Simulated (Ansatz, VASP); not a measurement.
One calculation of Sb, two programs

INCAR

```
SYSTEM = Sb
PREC = Accurate
ENCUT = 520
EDIFF = 1E-7
ISMEAR = -1
SIGMA = 0.05
LREAL = .False.
LASPH = .True.
NELM = 80
ALGO = Normal
ISIF = 2
LWAVE = .False.
LCHARG = .False.
GGA = PE
NBANDS = 8
```

File KPOINTS:

```
Automatic mesh
0
Gamma
  13 13 13
  0 0 0
```

POSCAR

```
Sb
1.0
    3.1600000000      0.0158000000      0.0158000000
    0.0158000000      3.1600000000      0.0158000000
    0.0158000000      0.0158000000      3.1600000000
Sb
1
Direct
    0.0000000000      0.0000000000      0.0000000000
```

Input for Ansatz:

```yaml
crystal:
  lattice:
    - [3.16, 0.0158, 0.0158]
    - [0.0158, 3.16, 0.0158]
    - [0.0158, 0.0158, 3.16]
  atoms:
    - { symbol: Sb, position: [0.0, 0.0, 0.0] }
kpoints:
  mp_grid: { grid: [13, 13, 13] }
  band_path:
    path:
      - [0.0, 0.0, 0.0]
      - [0.5, 0.5, 0.5]
      - [0.5098274679, 0.4901725321, 0.5]
      - [0.5, -0.4901725321, 0.4901725321]
      - [0.5, 0.0, 0.0]
      - [0.0, 0.0, 0.0]
      - [0.4950862661, -0.4950862661, 0.0]
      - [0.5049137339, 0.0, 0.4950862661]
      - [0.5, 0.0, 0.5]
    npoints: 5
scf:
  occupations: { method: fermi_dirac, width: 0.05 }
hamiltonian:
  xc: pbe
  pseudopotentials: { kind: all_electron, lapw: { basis_error: 0.001 } }
output:
  forces: true
  stress: true
  eigenvalues: true
```

Change from the starting cell: equal xy, yz and zx shear strains of +1 %.

Alike in both runs: task single point; functional PBE; k mesh 13 × 13 × 13; occupations fermi-dirac, width 0.05 eV; no spin polarisation.

|  | VASP | Ansatz |
| --- | --- | --- |
| version | VASP 6.6.1 | Ansatz 0.2.0 |
| potentials or method | VASP PAW PBE potentials, release 64 (Sb) | all-electron LAPW, scalar-relativistic |
| plane-wave cutoff (eV) | 520 | see its input |

|  | VASP | Ansatz | Ansatz less VASP |
| --- | --- | --- | --- |
| pressure (GPa) | -2.5 | -2.5 | +0.05 |
| largest component of the traceless stress (GPa) | 0.15 | 0.15 | 0.000 |

Ansatz ran all-electron here, so the differences hold the error of VASP's frozen core and of both bases.

The runs have no spin-orbit coupling, so splittings on Sb are missing.
